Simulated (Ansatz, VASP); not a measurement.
One calculation of Co, two programs

Contents of INCAR:

```
SYSTEM = Co
ALGO = Normal
EDIFF = 1E-6
ENCUT = 520
ISIF = 2
ISMEAR = -1
ISPIN = 2
LASPH = .True.
LCHARG = .True.
LELF = .True.
LMAXMIX = 4
LORBIT = 11
LREAL = .False.
LVHAR = .True.
LWAVE = .False.
MAGMOM = 2 2
NBANDS = 20
NELM = 150
PREC = Accurate
SIGMA = 0.05
```

The input KPOINTS:

```
k-points
0
Gamma
  12 12 7
  0 0 0
```

The input POSCAR:

```
Co
1.0
    2.4215367659      0.0000000000      0.0000000000
   -1.2107683830      2.0971123555      0.0000000000
    0.0000000000      0.0000000000      3.9390568819
Co
2
Direct
    0.6666666667      0.3333333333      0.7500000000
    0.3333333333      0.6666666667      0.2500000000
```

input.yaml

```yaml
crystal:
  lattice:
    - [2.4215367659, 0.0, 0.0]
    - [-1.210768383, 2.0971123555, 0.0]
    - [0.0, 0.0, 3.9390568819]
  atoms:
    - { symbol: Co, position: [0.6666666667, 0.3333333333, 0.75], spin: 2.0 }
    - { symbol: Co, position: [0.3333333333, 0.6666666667, 0.25], spin: 2.0 }
kpoints:
  mp_grid: { grid: [12, 12, 7] }
scf:
  occupations: { method: fermi_dirac, width: 0.05 }
hamiltonian:
  xc: lda
  pseudopotentials: { kind: all_electron, lapw: { basis_error: 0.001 } }
magnetization:
  spin_polarized: true
output:
  forces: true
  stress: true
  eigenvalues: true
```

Change from the starting cell: volume scaled by 0.94.

Alike in both runs: task single point; functional LDA; k mesh 12 × 12 × 7; occupations fermi-dirac, width 0.05 eV; collinear spin.

|  | VASP | Ansatz |
| --- | --- | --- |
| version | VASP 6.6.1 | Ansatz 0.2.0 |
| potentials or method | VASP PAW LDA potentials, release 64 (Co) | all-electron LAPW, scalar-relativistic |
| plane-wave cutoff (eV) | 520 | see its input |

|  | VASP | Ansatz | Ansatz less VASP |
| --- | --- | --- | --- |
| gap on the k mesh at the Fermi level (eV) | none | none | - |
| pressure (GPa) | -1.1 | -0.4 | +0.74 |
| largest component of the traceless stress (GPa) | 2.00 | 1.99 | -0.004 |
| net moment per atom (μB) | 1.48 | 1.49 | +0.012 |
| size of the moment on the site where the two differ most (μB) | 1.47 | 1.53 | +0.054 |

Site moments also hang on the region over which each program counts them. A gap of «none» marks a metal or a gap that the smearing closes. Ansatz ran all-electron here, so the differences hold the error of VASP's frozen core and of both bases.
